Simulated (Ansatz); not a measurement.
Input and command of a calculation in Ansatz (plane waves; scalar-relativistic PAW potentials unless the input names others):

```yaml
crystal:
  lattice:
    - [2.8124553515, 0.0, 0.0]
    - [-1.4062276757, 2.4356577814, 0.0]
    - [0.0, 0.0, 4.86685]
  atoms:
    - { symbol: Al, position: [0.4984133003, 0.2101633206, 0.75] }
    - { symbol: Al, position: [0.3333333333, 0.6666666667, 0.25] }
kpoints:
  mp_grid: { grid: [18, 18, 10] }
hamiltonian:
  xc: pbesol
  dispersion: d3bj
scf:
  occupations: { method: gaussian, width: 0.15 }
output:
  forces: true
  eigenvalues: true
  stress: true
```

```bash
ansatz run input.yaml --threads 1 --pin off --max-ram 2560MiB --backend cpu --events-out ev --progress --plain --runs-dir out
```

Abridged log:
```
Basis set: ecut = 420 eV, 665 PW (Γ), exchange–correlation on 40×40×72 points (8 copies of the dense FFT grid, shifted against one another)
Bands: 7, of which v1, the nominal top of the filled ones, is band 3 counted from 1 (2 counted from 0)
Symmetry: 4 space group operations
k-points: 984 of 3240
SCF iter   1: F=—  HF=-1049.602048 eV  |F-HF|=—  |Δ(HF+E_count)|=         —  Δρ=1.29e-3  dr2=4.87e-4  ethr=1.77e-3  ⟨swp⟩=5.2  Hψ=54838  notcnv=0
SCF iter   2: F=—  HF=-1049.602071 eV  |F-HF|=—  |Δ(HF+E_count)|=   2.31e-5  Δρ=7.79e-4  dr2=1.86e-4  ethr=8.12e-6  ⟨swp⟩=1.5  Hψ=15394  notcnv=0
SCF iter   3: F=—  HF=-1049.602034 eV  |F-HF|=—  |Δ(HF+E_count)|=   3.62e-5  Δρ=3.57e-5  dr2=3.27e-7  ethr=3.11e-6  ⟨swp⟩=1.4  Hψ=7582  notcnv=0
SCF iter   4: F=—  HF=-1049.602050 eV  |F-HF|=—  |Δ(HF+E_count)|=   1.55e-5  Δρ=5.16e-6  dr2=4.41e-9  ethr=5.45e-9  ⟨swp⟩=2.2  Hψ=9690  notcnv=0
SCF iter   5: F=-1049.602050 eV  HF=-1049.602050 eV  |F-HF|=1.24e-10  |Δ(HF+E_count)|=   1.95e-9  Δρ=9.47e-7  dr2=2.88e-10  ethr=7.35e-11  ⟨swp⟩=2.0  Hψ=9752  notcnv=0
SCF iter   6: F=-1049.602050 eV  HF=-1049.602050 eV  |F-HF|=4.55e-13  |Δ(HF+E_count)|=  1.05e-10  Δρ=1.01e-7  dr2=2.86e-12  ethr=4.80e-12  ⟨swp⟩=1.5  Hψ=21910  notcnv=0
SCF 1 converged in 6 iterations: F = -1049.602050 eV  dr2 = 2.86e-12
SCF converged after 6 iterations
Free energy (F): -1049.602050 eV
Harris-Foulkes:  -1049.602050 eV  (|F-HF|=4.55e-13)
Internal energy: -1049.593144 eV  (E = F + TS)
E sigma→0 (E₀):  -1049.597597 eV
Entropy (-TS):   -0.008906 eV (-4.453 meV/atom)
Fermi energy:    7.733464 eV
  E_disp       = -0.628353  (pairwise vdW)
--- Forces (eV/Å), atoms counted from 1 ---
  atom   1  Al     0.05386681     0.20633852     0.00000000
  atom   2  Al    -0.05386681    -0.20633852     0.00000000
--- Stress (GPa, compression-positive) ---
       -3.519913       0.069138       0.000000
        0.069138      -3.529127       0.000000
        0.000000       0.000000      -3.787392
  P = ⅓ Tr σ = -3.6121 GPa (-36.121 kbar)
```

Apart from outputs and empty bands, the input differs from a reference run on usual settings in hamiltonian.xc: "pbe" → "pbesol"; basis.ecutwfc: 420 → not typed. The reference, at the same geometry (not necessarily relaxed), gave pressure -2.34 GPa, largest force 0.214 eV/Å, no gap on the mesh. This run converged in 6 SCF iterations (reference: 6) with a total energy on another zero, pressure -3.61 GPa, largest force 0.213 eV/Å, no gap on the mesh.

The run took 16 s on 1 thread of Intel(R) Xeon(R) Platinum 8259CL CPU @ 2.50GHz (Skylake/Cascade Lake) (shared host), peak memory 0.59 GiB.